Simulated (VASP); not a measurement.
## Results of a VASP single-point calculation on CdS (strained rocksalt)

POSCAR

```
Cd S
 1.0000000000000000
    -0.0430830694000000    2.7267765441999998    2.7267765441999998
     2.7267765441999998   -0.0430830694000000    2.7267765441999998
     2.6836934748000001    2.6836934748000001    0.0000000000000000
 Cd  S
   1   1
Cartesian
  0.0000000000000000  0.0000000000000000  0.0000000000000000
  2.6836934748000001  2.6836934748000001  2.7267765441999998
```

- gap between bands v and c: 0.18 eV
- least direct gap: 1.58 eV

Band v is the last that the valence electrons fill when counted band by band, and c is the next. Levels in eV from the top of v:

| point | v−1 | v | c | c+1 |
| --- | --- | --- | --- | --- |
| Γ | -0.82 | -0.69 | 0.89 | 8.96 |
| X | -2.23 | -2.23 | 0.20 | 5.97 |
| K | -3.52 | -1.61 | 1.96 | 6.66 |
| L | -0.12 | -0.08 | 3.35 | 5.65 |
| W | -3.31 | -2.93 | 3.38 | 6.65 |

Task: Which of these levels of theory gave these results?
A. PBE0
B. LDA
C. PBE with spin–orbit coupling
D. PBEsol
E. HSE06
F. r²SCAN
G. PBE

Result: G.

The INCAR was:

```
NBANDS = 16
SIGMA = 0.02
LWAVE = .FALSE.
LREAL = .FALSE.
EDIFF = 1E-7
LCHARG = .TRUE.
PREC = Accurate
ISMEAR = -1
LELF = .TRUE.
ISIF = 2
IBRION = -1
NELM = 120
ENCUT = 520
LASPH = .TRUE.
GGA = PE
NSW = 0
```
